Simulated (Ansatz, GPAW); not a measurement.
This is a calculation of BN for Ansatz 0.2.0. The cell is a database's computed one, not the measured one.

input.yaml

```yaml
crystal:
  lattice:
    - [0.0, 1.813001, 1.813001]
    - [1.813001, 0.0, 1.813001]
    - [1.813001, 1.813001, 0.0]
  atoms:
    - { symbol: "N", position: [0.25, 0.25, 0.25] }
    - { symbol: B, position: [0.0, 0.0, 0.0] }
kpoints:
  mp_grid: { grid: [13, 13, 13] }
scf:
  occupations: { method: gaussian, width: 0.022 }
hamiltonian:
  xc: pbe
  pseudopotentials: { kind: all_electron, lapw: { basis_error: 0.001 } }
output:
  forces: true
  stress: true
  eigenvalues: true
```

Potentials or basis: all-electron LAPW, scalar-relativistic.

Launch:

```sh
$ ansatz run input.yaml --threads 1 --pin off --max-ram 3072MiB --backend cpu --events-out ev --progress --plain --runs-dir out
```

Q: Translate it to GPAW 26.7.0 (ASE script). Potentials or basis there: GPAW PAW data sets (gpaw-data 1.2.1), cutoff 800 eV.

A: As run (cutoffs and basis follow the program's own potentials, and thresholds, step limits or extra output files can differ):

File run.py:

```python
from ase.dft.bandgap import bandgap
from ase.io import read, write
from ase.units import GPa
from gpaw import GPAW, PW

atoms = read('POSCAR')

calc = GPAW(mode=PW(800),
            xc='PBE',
            kpts={'size': (13, 13, 13), 'gamma': True},
            occupations={'name': 'methfessel-paxton', 'order': 0, 'width': 0.022},
            nbands=11,
            convergence={'density': 1e-05, 'energy': 1e-05},
            maxiter=150,
            txt='gpaw.txt')
atoms.calc = calc
energy = atoms.get_potential_energy()
forces = atoms.get_forces()
stress = atoms.get_stress()
calc.write('gs.gpw')
write('result.traj', atoms)
print(f'Energy: {energy:.6f} eV')
print('Forces (eV/A):')
print(forces.round(4))
print('Stress (GPa):', (stress / GPa).round(3))
print('Fermi level:', round(calc.get_fermi_level(), 4), 'eV')
print(f'Gap: {bandgap(calc)[0]:.4f} eV, direct: {bandgap(calc, direct=True)[0]:.4f} eV')
```

Contents of POSCAR:

```
BN
1.0
    0.0000000000      1.8130010000      1.8130010000
    1.8130010000      0.0000000000      1.8130010000
    1.8130010000      1.8130010000      0.0000000000
N B
1 1
Direct
    0.2500000000      0.2500000000      0.2500000000
    0.0000000000      0.0000000000      0.0000000000
```

Potentials or basis: GPAW PAW data sets (gpaw-data 1.2.1), pw.

The run is started by

```bash
$ OMP_NUM_THREADS=1 python run.py
```

Both were run:

|  | Ansatz | GPAW |
| --- | --- | --- |
| Pressure | -0.4 GPa | -1.6 GPa |

Where Ansatz's input types no cutoff or centring, it takes its own default and a Γ-centred mesh.

Pressure is positive in compression.
